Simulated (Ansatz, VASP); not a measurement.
# MgO in VASP and in Ansatz

```xyz
4
Lattice="3.5355 0.0000 0.0000 -1.7677 3.0618 0.0000 0.0000 0.0000 4.0970" Properties=species:S:1:pos:R:3 pbc="T T T"
Mg    1.7677    0.9712    3.0727
Mg    0.0000    2.0906    1.0242
O     1.7677    1.0570    1.0242
O     0.0000    2.0049    3.0727
```

Change from the starting cell: mode 5 frozen in at -0.049 Å, strain +e along z and -e/2 along x and y -0.0233.

Alike in both runs: task single point; functional PBEsol; k mesh 9 × 9 × 6; occupations gaussian, width 0.05 eV; no spin polarisation.

|  | VASP | Ansatz |
| --- | --- | --- |
| version | VASP 6.6.1 | Ansatz 0.2.0 |
| potentials or method | VASP PAW PBE potentials, release 64 (Mg, O) | scalar-relativistic, plane waves, PAW |
| plane-wave cutoff (eV) | 520 | 520 |
| valence electrons in the cell | 16 | 32 |

VASP gave:

- gap on the k mesh at the Fermi level (eV): 3.30
- least direct gap on the mesh (eV): 3.30
- pressure (GPa): 0.2
- largest component of the traceless stress (GPa): 4.51
- rms of the force components (eV/Å): 0.179

Task: Which values does Ansatz return?

Result: gap on the k mesh at the Fermi level (eV): 3.31; least direct gap on the mesh (eV): 3.31; pressure (GPa): 0.6; largest component of the traceless stress (GPa): 4.54; rms of the force components (eV/Å): 0.177.

Atom by atom the forces differ by 0.002 eV/Å (rms over components). The two sets of potentials don't hold the same shells in valence. Ansatz warned: «pseudo_functional_mismatch».

Caveats: the PAW data sets were made with another functional, which shifts forces and pressure a little (VASP).
